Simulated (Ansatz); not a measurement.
## PbSe: the gap against volume

PbSe, Fm-3m, a = 6.218 Å. Ansatz: PBE, PAW, 420 eV, Γ-centred 10×10×10 mesh on 2 atoms, Gaussian smearing 0.01 eV; no spin polarisation. Symmetry fixes shape and atoms, so the cell is only scaled; x = ln(V/V0) with V0 = 30.050 Å³/atom. The gap is read at the mesh points alone.

```tsv
x	gap y (eV)
-0.0619	0.235
-0.0305	0.340
0.0000	0.433
0.0296	0.515
0.0583	?
```

Q: Fit a straight line to the other rows, give the volume deformation potential of the gap and its pressure coefficient, and predict the missing gap. B0 = 46.7 GPa.

A: Means x = -0.01570, y = 0.38075; Σ(Δx)² = 0.004652, ΣΔxΔy = 0.01424; the slope is their ratio. y = 0.4288 + 3.061 x. The slope is the deformation potential a = dE_g/d ln V = 3.06 eV, and dE_g/dP = −a/B0 = -65.5 meV/GPa. With a term in x² added, the coefficient of x becomes 2.908, 5 % less, which shows how far this figure hangs on the form. At x = 0.0583 the fit asked for gives 0.607 eV. The run gave 0.587 eV, so the fit is 0.020 eV too high, 5.7 % of the span of the series, against an rms of 0.004 eV on the fitted rows. The row lies outside the fitted range. With a term in x² added, a fit to the same known rows predicts 0.587 eV, so most of the miss is curvature that the known rows already hold.

Spin-orbit coupling is left out, which matters for the bands of heavy elements.